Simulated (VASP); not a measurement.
Write the native input for VASP 6.6.1 that does the following.

```
Task                   : band structure
Functional             : PBEsol
Potentials or basis    : VASP PAW PBE potentials, release 64 (Bi_d)
Cutoff                 : 520 eV
k mesh                 : 9 × 9 × 9
Occupations            : fermi-dirac, width 0.05 eV
Spin                   : no spin polarisation
Further INCAR settings : ALGO = Normal; EDIFF = 1e-07; NBANDS = 14
```

The system is Bi.

```
Bi
1.0
    -1.98143    1.98143    1.98143
     1.98143   -1.98143    1.98143
     1.98143    1.98143   -1.98143
Bi
1
Direct
  0.00000 0.00000 0.00000
```

This isn't the form of Bi at room conditions, which is rhombohedral.

One way to write it, as run:

POSCAR

```
Bi
1.0
   -1.9814305318      1.9814305318      1.9814305318
    1.9814305318     -1.9814305318      1.9814305318
    1.9814305318      1.9814305318     -1.9814305318
Bi
1
Direct
    0.0000000000      0.0000000000      0.0000000000
```

INCAR.step1

```
SYSTEM = Bi
  PREC = Accurate
  ENCUT = 520
  EDIFF = 1E-7
  ISMEAR = -1
  SIGMA = 0.05
  LREAL = .False.
  LASPH = .True.
  NELM = 100
  ALGO = Normal
  ISIF = 2
  LWAVE = .False.
  LCHARG = .True.
  GGA = PS
  NBANDS = 14
```

KPOINTS.step1

```
Automatic mesh
0
Gamma
  9 9 9
  0 0 0
```

INCAR.step2

```
SYSTEM = Bi
  PREC = Accurate
  ENCUT = 520
  EDIFF = 1E-7
  ISMEAR = 0
  SIGMA = 0.05
  LREAL = .False.
  LASPH = .True.
  NELM = 100
  ALGO = Normal
  ISIF = 2
  LWAVE = .False.
  LCHARG = .False.
  GGA = PS
  NBANDS = 14
  ICHARG = 11
```

KPOINTS.step2

```
path GHNGPH,PN
10
line-mode
reciprocal
 0.0000000000  0.0000000000  0.0000000000  G
 0.5000000000 -0.5000000000  0.5000000000  H

 0.5000000000 -0.5000000000  0.5000000000  H
 0.0000000000  0.0000000000  0.5000000000  N

 0.0000000000  0.0000000000  0.5000000000  N
 0.0000000000  0.0000000000  0.0000000000  G

 0.0000000000  0.0000000000  0.0000000000  G
 0.2500000000  0.2500000000  0.2500000000  P

 0.2500000000  0.2500000000  0.2500000000  P
 0.5000000000 -0.5000000000  0.5000000000  H

 0.2500000000  0.2500000000  0.2500000000  P
 0.0000000000  0.0000000000  0.5000000000  N
```

Potentials or basis: VASP PAW PBE potentials, release 64 (Bi_d).

Launch:

```sh
$ cat potpaw_PBE.64/Bi_d/POTCAR > POTCAR
$ cp INCAR.step1 INCAR
$ cp KPOINTS.step1 KPOINTS
$ mpirun -np 1 vasp_std > vasp.out
$ cp INCAR.step2 INCAR
$ cp KPOINTS.step2 KPOINTS
$ mpirun -np 1 vasp_std > vasp.out
```

It gave:

The band gap along the path is none (metal or under the smearing width).

Caveat: the log is that of the step along the path at fixed density, whose energy, stress, charges and moments have no meaning; spin-orbit coupling is left out, which moves the levels of the heavy elements.

It took 28 s on 1 thread of Intel(R) Xeon(R) 6975P-C (Granite Rapids), with other jobs on the host, peak memory 0.16 GiB.
